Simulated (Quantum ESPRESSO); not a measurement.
SnSe: equation of state with rev-vdW-DF2

The system is SnSe.

```
Sn Se
1.0
     0.00000    3.01000    3.01000
     3.01000    0.00000    3.01000
     3.01000    3.01000    0.00000
Sn Se
1 1
Direct
  0.00000 0.00000 0.00000
  0.50000 0.50000 0.50000
```

Measurements of this composition are mostly on another form, of space group No. 62.

```
Program             : Quantum ESPRESSO 7.5
Task                : equation of state
Functional          : rev-vdW-DF2
Potentials or basis : PseudoDojo 0.4.1 SR PBE standard
Cutoff              : 1170 eV
Density cutoff      : 4680 eV
k mesh              : 7 × 7 × 7
Occupations         : fermi-dirac, width 0.05 eV
Spin                : no spin polarisation
Mixing beta         : 0.5
Most SCF iterations : 120
SCF threshold       : 4e-10 Ry
```

| Item | Value |
| --- | --- |
| Equilibrium volume | 27.34 Å³/atom |
| Bulk modulus | 51 GPa |
| Pressure derivative of the bulk modulus | 4.3 |

Energy against volume, from the lowest point:
```tsv
volume (Å³/atom)	energy (meV/atom)
25.635	18.89
26.180	8.41
26.725	2.26
27.271	0.00
27.816	1.25
28.362	5.63
28.907	12.86
```

All runs of the series together: 11 min on 1 thread of Arm Neoverse V1 (shared host).

Caveat: the potentials were made for another functional, which shifts forces and pressure.
